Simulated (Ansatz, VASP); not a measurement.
Two plane-wave programs on H

File INCAR:

```
SYSTEM = H
PREC = Accurate
ENCUT = 520
EDIFF = 1E-7
ISMEAR = 0
SIGMA = 0.05
LREAL = .False.
LASPH = .True.
NELM = 100
ALGO = Normal
ISIF = 2
LWAVE = .False.
LCHARG = .True.
GGA = PS
LELF = .True.
LVHAR = .True.
NBANDS = 6
```

The input KPOINTS:

```
Automatic mesh
0
Gamma
  14 14 34
  0 0 0
```

POSCAR

```
H
1.0
    2.6938877058      0.0000000000      0.0000000000
    0.0000000000      2.6938877058      0.0000000000
    0.0000000000      0.0000000000      0.9968671518
H
1
Direct
    0.0000000000      0.0000000000      0.5000000000
```

Input for Ansatz:

```yaml
crystal:
  lattice:
    - [2.6938877058, 0.0, 0.0]
    - [0.0, 2.6938877058, 0.0]
    - [0.0, 0.0, 0.9968671518]
  atoms:
    - { symbol: H, position: [0.0, 0.0, 0.5] }
basis:
  ecutwfc: 420
kpoints:
  mp_grid: { grid: [14, 14, 34] }
hamiltonian:
  xc: pbesol
scf:
  occupations: { method: gaussian, width: 0.05 }
output:
  forces: true
  stress: true
  eigenvalues: true
```

Alike in both runs: task single point; functional PBEsol; k mesh 14 × 14 × 34; occupations gaussian, width 0.05 eV; no spin polarisation.

|  | VASP | Ansatz |
| --- | --- | --- |
| version | VASP 6.6.1 | Ansatz 0.2.0 |
| potentials or method | VASP PAW PBE potentials, release 64 (H) | scalar-relativistic, plane waves, PAW |
| plane-wave cutoff (eV) | 520 | 420 |
| valence electrons in the cell | 1 | 1 |

```tsv
	VASP	Ansatz	Ansatz less VASP
gap on the k mesh at the Fermi level (eV)	none	none	-
pressure (GPa)	-0.3	0.0	+0.24
largest component of the traceless stress (GPa)	1.63	1.65	+0.022
```

A gap of «none» marks a metal or a gap that the smearing closes. With one functional, cell and mesh, what is left measures potentials, basis and numerics.

Caveats: the PAW data sets were made with another functional, which shifts forces and pressure a little (VASP).
